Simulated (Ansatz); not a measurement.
# GaN (F-43m) in Ansatz: further runs

The runs below take GaN through single point, with PBE, RPBE.

Program: Ansatz 0.2.0. These are calculated values, not measurements. Logs are shortened: lines on timing, memory, paths and dates and some standing lists are left out, and cuts for length are marked.

**The experiment to reproduce.**

From a printed reference work, textbook, for a bulk crystal of GaN at 0 K: band gap 3.299 eV (direct).

The results are compared with them further down.

### 1 The crystal as given

The structure is cubic, space group F-43m (No. 216). Conventional cell: a = 4.507 Å, b = 4.507 Å, c = 4.507 Å, α = 90.00°, β = 90.00°, γ = 90.00°. Ga (site symmetry -43m) has 4 N at 1.95 Å as nearest neighbours. N (site symmetry -43m) is surrounded by 4 Ga at 1.95 Å.

The cell is a database's computed one.

### 2 Single point, PBE

The input, input.yaml:

```yaml
crystal:
  lattice:
    - [0.0, 2.2535006075, 2.2535006075]
    - [2.2535006075, 0.0, 2.2535006075]
    - [2.2535006075, 2.2535006075, 0.0]
  atoms:
    - { symbol: Ga, position: [0.0, 0.0, 0.0] }
    - { symbol: "N", position: [0.25, 0.25, 0.25] }
kpoints:
  mp_grid: { grid: [4, 4, 4] }
scf:
  occupations: { method: fermi_dirac, width: 0.04 }
hamiltonian:
  xc: pbe
  pseudopotentials: { kind: all_electron, lapw: { basis_error: 0.002 } }
output:
  forces: true
  stress: true
  eigenvalues: true
```

Potentials or basis: all-electron LAPW, scalar-relativistic.

Command:

```console
ansatz run input.yaml --threads 1 --pin off --max-ram 3072MiB --backend cpu --events-out ev --progress --plain --runs-dir out
```

Output:

```text
Warning: RAYON_NUM_THREADS=1 ignored (pool sized by the plan → 1); use --threads N
LAPW: plane waves up to 10.105 Å⁻¹, error target 2.0e-3 eV per atom; small_component_spin mean_spin; N in spheres of 0.855 Å, 7 of its electrons in bands, Dirac shells []; Ga in spheres of 1.097 Å, 21 of its electrons in bands, Dirac shells [] (how accurate: hamiltonian.pseudopotentials.lapw.basis_error, Limitations)
Engine: ansatz 0.2.0, x86_64-unknown-linux-gnu
Pseudopotentials: kind: all_electron
Pseudopotential: Ga, LAPW, valence charge 21, lapw/all_electron/scalar/gaussian/Ga, Koelling and Harmon's equation, gaussian nucleus
Pseudopotential: N, LAPW, valence charge 7, lapw/all_electron/scalar/gaussian/N, Koelling and Harmon's equation, gaussian nucleus
Functional definition: PBE
  parameter kappa = 0.804
  parameter beta = 0.06672455060314922
  exchange = pbe_x(kappa = kappa, mu = beta*pi^2/3)
  correlation = pbe_c(beta = beta)
Crystal: 2 atoms, lattice volume = 22.888 Å³
Basis set: ecut = 389.02295182223173 eV, 411 PW (Γ), exchange–correlation at level 2
Bands: 18, of which v1, the nominal top of the filled ones, is band 14 counted from 1 (13 counted from 0)
Symmetry: 24 space group operations
Space group: F-43m (ITA 216), of the structure as read, at distance tolerance 2.8e-5 Å
k-points: 8 of 64 (time reversal used)
Non-local potential: Ga, projectors of the file, none
Non-local potential: N, projectors of the file, none
Initial density: superposition of atomic densities (chi_scale 0.1, normalization cell, long waves kept (reshape's long-wave potential 0.00 eV rms))
Initial wavefunctions: plane waves of lowest kinetic energy (no species holds an atomic orbital)
Functional: x = pbe(κ = 0.804, μ = 0.2195149727645171), c = pbe(β = 0.06672455060314922)
iter 1 solved again at ethr=1.92e-2 eV; its pass at ethr=1.00e-1 eV (dr2=5.37e0 eV) is discarded
SCF iter   1: F=—  HF=-54392.832076 eV  |F-HF|=—  |Δ(HF+E_count)|=         —  Δρ=1.37e-1  dr2=5.37e0  ethr=1.92e-2  ⟨swp⟩=2.0  Hψ=934  notcnv=0
preconditioner: auto → none  [insulator: Δε(μ)=3.174 eV  Ē_g=18.338 eV  σ=0.040 eV  W_gap=1.00  n_scr=14 (ndim 8)  ℏωp=32.9 eV  f_vac=0.000  D(μ)=0.00/eV (n_scr^D=0)  ε∞_Penn≈4.2]
SCF iter   2: F=—  HF=-54391.263993 eV  |F-HF|=—  |Δ(HF+E_count)|=    1.57e0  Δρ=5.71e-2  dr2=6.16e-1  ethr=1.92e-2  ⟨swp⟩=3.0  Hψ=453  notcnv=0
iter 3 solved again at ethr=1.42e-4 eV; its pass at ethr=2.20e-3 eV (dr2=3.98e-2 eV) is discarded
SCF iter   3: F=—  HF=-54390.798795 eV  |F-HF|=—  |Δ(HF+E_count)|=   4.65e-1  Δρ=1.50e-2  dr2=3.98e-2  ethr=1.42e-4  ⟨swp⟩=2.0  Hψ=759  notcnv=0
SCF iter   4: F=—  HF=-54390.800287 eV  |F-HF|=—  |Δ(HF+E_count)|=         —  Δρ=2.87e-3  dr2=2.01e-3  ethr=1.42e-4  ⟨swp⟩=2.0  Hψ=432  notcnv=0
the basis was enlarged: its passes take 146.8 KiB over the memory plan, 1 of 1 planned eigensolver slots
SCF iter   5: F=—  HF=-54390.794986 eV  |F-HF|=—  |Δ(HF+E_count)|=   5.30e-3  Δρ=4.03e-4  dr2=3.33e-5  ethr=7.17e-6  ⟨swp⟩=2.5  Hψ=406  notcnv=0
SCF iter   6: F=—  HF=-54390.794924 eV  |F-HF|=—  |Δ(HF+E_count)|=   6.20e-5  Δρ=2.47e-4  dr2=5.76e-6  ethr=1.19e-7  ⟨swp⟩=3.0  Hψ=426  notcnv=0
SCF iter   7: F=—  HF=-54390.794927 eV  |F-HF|=—  |Δ(HF+E_count)|=   3.33e-6  Δρ=5.21e-5  dr2=2.82e-7  ethr=2.06e-8  ⟨swp⟩=2.9  Hψ=410  notcnv=0
SCF iter   8: F=-54390.794927 eV  HF=-54390.794927 eV  |F-HF|=2.81e-9  |Δ(HF+E_count)|=   2.06e-7  Δρ=4.57e-6  dr2=2.35e-9  ethr=1.01e-9  ⟨swp⟩=3.0  Hψ=419  notcnv=0
SCF 1 converged in 8 iterations: F = -54390.794927 eV  dr2 = 2.35e-9
SCF converged after 8 iterations
Free energy (F): -54390.794927 eV
Harris-Foulkes:  -54390.794927 eV  (|F-HF|=2.81e-9)
Internal energy: -54390.794927 eV  (E = F + TS)
E sigma→0 (E₀):  -54390.794927 eV
Fermi energy:    12.327491 eV
--- Per-component energies (eV) ---
  E_band       = -1450.729690
  E_kinetic    = 55428.790898
  E_xc         = -2248.850844
  E_electrostatic = -107570.734980  (all electrons and nuclei)
  E_smearing   = -0.000000  (= −TS)
  E_closure    = 0.000000  (closes the sum)
  E_atoms      = -54378.687074  (free atoms, spherical and without spin; not in F)
  Σ components = -54390.794927   (vs F -54390.794927, Δ=0.00e0)
  Basis errors (estimates in eV, not in F): energy 8.6e-4 per atom: plane waves 8.0e-4 (4.8e-4 summed), levels above the bands 4.3e-121, relativity 8.6e-8, radial functions 5.9e-5, core shells 2.2e-10; eigenvalues (radial functions only) 1.2e-5; not estimated: angular momenta, meshes, grids; target (lapw.basis_error) 2.0e-3; muffin-tin radii N 0.855 Å, Ga 1.097 Å
--- Forces (eV/Å), atoms counted from 1 ---
  atom   1  Ga    -0.00000000     0.00000000     0.00000000
  atom   2  N      0.00000000    -0.00000000     0.00000000
  max |Σ_I F_I| component: 6.48e-17 eV/Å
--- Stress (GPa, compression-positive) ---
        4.866667      -0.000000       0.000000
       -0.000000       4.866667       0.000000
        0.000000       0.000000       4.866667
  P = ⅓ Tr σ = 4.8667 GPa (48.667 kbar)
--- Band table (eV; the first three rows and the last of 8) ---
  k-point 0: bands = ["-363.6424", "-130.6428", "-81.3866", "-81.3866", "-81.3866", "-4.4938", "-2.0922", "-2.0922", "-2.0922", "-1.7787", "-1.7787", "11.4482", "11.4482", "11.4482", "13.1628", "21.7193", "21.7193", "21.7193"]
  k-point 1: bands = ["-363.6424", "-130.6427", "-81.3873", "-81.3867", "-81.3867", "-3.9611", "-2.0320", "-2.0320", "-1.7736", "-1.7736", "-1.7150", "7.5786", "10.9262", "10.9262", "15.5008", "20.2105", "22.1756", "22.1756"]
  k-point 2: bands = ["-363.6424", "-130.6427", "-81.3880", "-81.3869", "-81.3869", "-3.6178", "-2.0062", "-2.0062", "-1.7312", "-1.7312", "-0.4936", "4.3904", "10.4775", "10.4775", "16.0677", "20.1657", "21.7698", "21.7698"]
  k-point 7: bands = ["-363.6424", "-130.6427", "-81.3877", "-81.3876", "-81.3872", "-3.4536", "-1.9468", "-1.9204", "-1.7681", "-1.7677", "0.2277", "5.7324", "7.7422", "7.7959", "17.6457", "19.8262", "21.6885", "22.5432"]
```

Wall time 2.9 s (1 thread of Intel Xeon at 2.70GHz, shared host); peak memory 0.24 GiB.

Results:

```yaml
Free_energy: -54390.7949 eV
Pressure: 4.9 GPa
Band_gap_on_the_k_mesh: 1.71 eV, direct
```

Caveat: the k mesh is coarse (spacing up to 0.60 Å⁻¹), so the values aren't converged.

### 3 Single point, RPBE

Changes to input.yaml since step 2:

```diff
@@ -9,8 +9,8 @@
 kpoints:
-  mp_grid: { grid: [4, 4, 4] }
+  mp_grid: { grid: [10, 10, 10] }
 scf:
-  occupations: { method: fermi_dirac, width: 0.04 }
+  occupations: { method: gaussian, width: 0.05 }
 hamiltonian:
-  xc: pbe
-  pseudopotentials: { kind: all_electron, lapw: { basis_error: 0.002 } }
+  xc: rpbe
+  pseudopotentials: { kind: all_electron, lapw: { basis_error: 0.001 } }
 output:
```

Potentials or basis: all-electron LAPW, scalar-relativistic.

Command:

```console
ansatz run input.yaml --threads 1 --pin off --max-ram 3072MiB --backend cpu --events-out ev --progress --plain --runs-dir out
```

Output:

```text
Warning: RAYON_NUM_THREADS=1 ignored (pool sized by the plan → 1); use --threads N
LAPW: plane waves up to 10.517 Å⁻¹, error target 1.0e-3 eV per atom; small_component_spin mean_spin; N in spheres of 0.857 Å, 7 of its electrons in bands, Dirac shells []; Ga in spheres of 1.095 Å, 21 of its electrons in bands, Dirac shells [] (how accurate: hamiltonian.pseudopotentials.lapw.basis_error, Limitations)
[... 4 set-up lines as earlier in the session ...]
Functional definition: RPBE
[... 2 set-up lines as earlier in the session ...]
  exchange = rpbe_x(kappa = kappa, mu = beta*pi^2/3)
[... 1 set-up line as earlier in the session ...]
Crystal: 2 atoms, lattice volume = 22.888 Å³
Basis set: ecut = 421.3911677335837 eV, 459 PW (Γ), exchange–correlation at level 2
Bands: 18, of which v1, the nominal top of the filled ones, is band 14 counted from 1 (13 counted from 0)
[... 2 set-up lines as earlier in the session ...]
k-points: 47 of 1000 (time reversal used)
[... 4 set-up lines as earlier in the session ...]
Functional: x = rpbe, c = pbe(β = 0.06672455060314922)
iter 1 solved again at ethr=1.91e-2 eV; its pass at ethr=1.00e-1 eV (dr2=5.36e0 eV) is discarded
SCF iter   1: F=—  HF=-54399.877355 eV  |F-HF|=—  |Δ(HF+E_count)|=         —  Δρ=1.37e-1  dr2=5.36e0  ethr=1.91e-2  ⟨swp⟩=2.0  Hψ=5514  notcnv=0
preconditioner: auto → none  [insulator: Δε(μ)=3.167 eV  Ē_g=18.349 eV  σ=0.050 eV  W_gap=1.00  n_scr=14 (ndim 8)  ℏωp=32.9 eV  f_vac=0.000  D(μ)=0.00/eV (n_scr^D=0)  ε∞_Penn≈4.2]
SCF iter   2: F=—  HF=-54398.342829 eV  |F-HF|=—  |Δ(HF+E_count)|=    1.53e0  Δρ=5.68e-2  dr2=6.17e-1  ethr=1.91e-2  ⟨swp⟩=3.0  Hψ=2675  notcnv=0
iter 3 solved again at ethr=1.46e-4 eV; its pass at ethr=2.20e-3 eV (dr2=4.08e-2 eV) is discarded
SCF iter   3: F=—  HF=-54397.887824 eV  |F-HF|=—  |Δ(HF+E_count)|=   4.55e-1  Δρ=1.51e-2  dr2=4.08e-2  ethr=1.46e-4  ⟨swp⟩=2.0  Hψ=4443  notcnv=0
SCF iter   4: F=—  HF=-54397.895551 eV  |F-HF|=—  |Δ(HF+E_count)|=         —  Δρ=2.97e-3  dr2=2.18e-3  ethr=1.46e-4  ⟨swp⟩=2.0  Hψ=2538  notcnv=0
the basis was enlarged: its passes take 267.7 KiB over the memory plan, 1 of 1 planned eigensolver slots
SCF iter   5: F=—  HF=-54397.890573 eV  |F-HF|=—  |Δ(HF+E_count)|=   4.98e-3  Δρ=4.83e-4  dr2=5.01e-5  ethr=7.77e-6  ⟨swp⟩=2.8  Hψ=2415  notcnv=0
SCF iter   6: F=—  HF=-54397.890533 eV  |F-HF|=—  |Δ(HF+E_count)|=   4.08e-5  Δρ=2.96e-4  dr2=7.98e-6  ethr=1.79e-7  ⟨swp⟩=3.0  Hψ=2514  notcnv=0
SCF iter   7: F=—  HF=-54397.890542 eV  |F-HF|=—  |Δ(HF+E_count)|=   9.20e-6  Δρ=7.05e-5  dr2=5.34e-7  ethr=2.85e-8  ⟨swp⟩=3.0  Hψ=2492  notcnv=0
SCF iter   8: F=-54397.890543 eV  HF=-54397.890543 eV  |F-HF|=1.52e-8  |Δ(HF+E_count)|=   8.47e-7  Δρ=7.33e-6  dr2=7.76e-9  ethr=1.91e-9  ⟨swp⟩=3.0  Hψ=2551  notcnv=0
SCF 1 converged in 8 iterations: F = -54397.890543 eV  dr2 = 7.76e-9
SCF converged after 8 iterations
Free energy (F): -54397.890543 eV
Harris-Foulkes:  -54397.890543 eV  (|F-HF|=1.52e-8)
Internal energy: -54397.890543 eV  (E = F + TS)
E sigma→0 (E₀):  -54397.890543 eV
Fermi energy:    12.426791 eV
--- Per-component energies (eV) ---
  E_band       = -1448.986961
  E_kinetic    = 55437.949778
  E_xc         = -2256.276389
  E_electrostatic = -107579.563932  (all electrons and nuclei)
  E_smearing   = -0.000000  (= −TS)
  E_closure    = 0.000000  (closes the sum)
  E_atoms      = -54386.555854  (free atoms, spherical and without spin; not in F)
  Σ components = -54397.890543   (vs F -54397.890543, Δ=0.00e0)
  Basis errors (estimates in eV, not in F): energy 4.3e-4 per atom: plane waves 4.0e-4 (2.4e-4 summed), levels above the bands 0.0e0, relativity 3.9e-8, radial functions 3.7e-5, core shells 2.3e-10; eigenvalues (radial functions only) 1.1e-5; not estimated: angular momenta, meshes, grids; target (lapw.basis_error) 1.0e-3; muffin-tin radii N 0.857 Å, Ga 1.095 Å
--- Forces (eV/Å), atoms counted from 1 ---
  atom   1  Ga    -0.00000000     0.00000000     0.00000000
  atom   2  N      0.00000000    -0.00000000    -0.00000000
  max |Σ_I F_I| component: 9.25e-17 eV/Å
--- Stress (GPa, compression-positive) ---
        8.978228      -0.000000      -0.000000
       -0.000000       8.978228       0.000000
       -0.000000       0.000000       8.978228
  P = ⅓ Tr σ = 8.9782 GPa (89.782 kbar)
--- Band table (eV; the first three rows and the last of 47) ---
  k-point 0: bands = ["-364.0314", "-130.6577", "-81.3173", "-81.3173", "-81.3173", "-4.4308", "-1.9503", "-1.9503", "-1.9503", "-1.6355", "-1.6355", "11.5369", "11.5369", "11.5369", "13.3152", "21.9311", "21.9311", "21.9311"]
  k-point 1: bands = ["-364.0314", "-130.6577", "-81.3175", "-81.3173", "-81.3173", "-4.3230", "-1.9368", "-1.9368", "-1.9101", "-1.6367", "-1.6367", "10.4457", "11.4310", "11.4310", "14.1693", "21.4405", "22.0945", "22.0945"]
  k-point 2: bands = ["-364.0314", "-130.6577", "-81.3178", "-81.3174", "-81.3174", "-4.0527", "-1.9056", "-1.9056", "-1.7441", "-1.6354", "-1.6354", "8.6404", "11.1705", "11.1705", "15.2583", "20.6665", "22.3543", "22.3543"]
  k-point 46: bands = ["-364.0314", "-130.6576", "-81.3184", "-81.3182", "-81.3179", "-3.3775", "-1.8101", "-1.7661", "-1.6371", "-1.6082", "0.2741", "5.8280", "7.9698", "8.0015", "17.4230", "19.8308", "22.3372", "22.8507"]
```

It took 13 s on 1 thread of Intel Xeon at 2.70GHz, shared host; peak memory 0.32 GiB.

Results:

```yaml
Free_energy: -54397.8905 eV
Pressure: 9.0 GPa
Band_gap_on_the_k_mesh: 1.78 eV, direct
```

Levels at points of the mesh, in eV from the valence-band top:
```csv
k point,band 11,band 12,band 13,band 14,band 15,band 16,band 17,band 18
"(0.00, 0.00, 0.00)",-13.17,0.00,0.00,0.00,1.78,10.39,10.39,10.39
"(0.00, 0.00, -0.50)",-11.93,-6.99,-0.96,-0.96,4.73,8.81,10.43,10.43
"(0.00, -0.50, -0.50)",-11.52,-6.08,-2.69,-2.69,3.41,6.77,11.83,14.07
```

### 4 Single point, PBE

Changes to input.yaml since step 3:

```diff
@@ -11,5 +11,5 @@
 scf:
-  occupations: { method: gaussian, width: 0.05 }
+  occupations: { method: gaussian, width: 0.019 }
 hamiltonian:
-  xc: rpbe
+  xc: pbe
   pseudopotentials: { kind: all_electron, lapw: { basis_error: 0.001 } }
```

Command:

```console
ansatz run input.yaml --threads 1 --pin off --max-ram 3072MiB --backend cpu --events-out ev --progress --plain --runs-dir out
```

Run time: 14 s. Hardware: 1 thread of Intel Xeon at 2.70GHz, shared host; peak memory 0.32 GiB.

The run converged. Its results:

```yaml
Free_energy: -54390.8589 eV
Pressure: 4.9 GPa
Band_gap_on_the_k_mesh: 1.73 eV, direct
```

Levels at points of the mesh, in eV from the valence-band top:
| k point | band 12 | band 13 | band 14 | band 15 | band 16 | band 17 |
| --- | --- | --- | --- | --- | --- | --- |
| (0.00, 0.00, 0.00) | 0.00 | 0.00 | 0.00 | 1.73 | 10.31 | 10.31 |
| (0.00, 0.00, -0.50) | -7.03 | -0.97 | -0.97 | 4.65 | 8.73 | 10.36 |
| (0.00, -0.50, -0.50) | -6.12 | -2.70 | -2.70 | 3.36 | 6.67 | 11.71 |

### 5 Overview

```csv
level,k mesh,cutoff (eV),smearing,basis error allowed,mesh quality,gap on the mesh (eV),pressure (GPa)
PBE,4 × 4 × 4,389,fermi-dirac 0.04 eV,0.002 eV/atom,coarse,1.71,4.9
RPBE,10 × 10 × 10,421,gaussian 0.05 eV,0.001 eV/atom,not flagged,1.78,9.0
PBE,10 × 10 × 10,422,gaussian 0.019 eV,0.001 eV/atom,not flagged,1.73,4.9
```

Alike in all rows: task single point; potentials or basis all-electron LAPW, scalar-relativistic; no spin polarisation; cell as given.

Caveats: some runs use coarse meshes.

Compare energies only between runs with the same functional and basis.

### 6 Against experiment

Step 3. A measured gap of GaN is 3.299 eV (direct; 0 K; a printed reference work, textbook); the calculated 1.78 eV misses it by -1.52 eV. Spin-orbit coupling on Ga is left out. The value is that of RPBE, without temperature or zero-point motion. Semilocal functionals fall short of measured gaps as a rule. The cell is a database's relaxed one, not the measured one, which moves gaps too.

Step 4. Measured gap of GaN: 3.299 eV (direct; 0 K; a printed reference work, textbook). This calculation gives 1.73 eV (-1.56 eV). Spin-orbit coupling on Ga is left out. The value is that of PBE, without temperature or zero-point motion. Semilocal functionals fall short of measured gaps as a rule. The cell is a database's relaxed one, not the measured one, which moves gaps too.
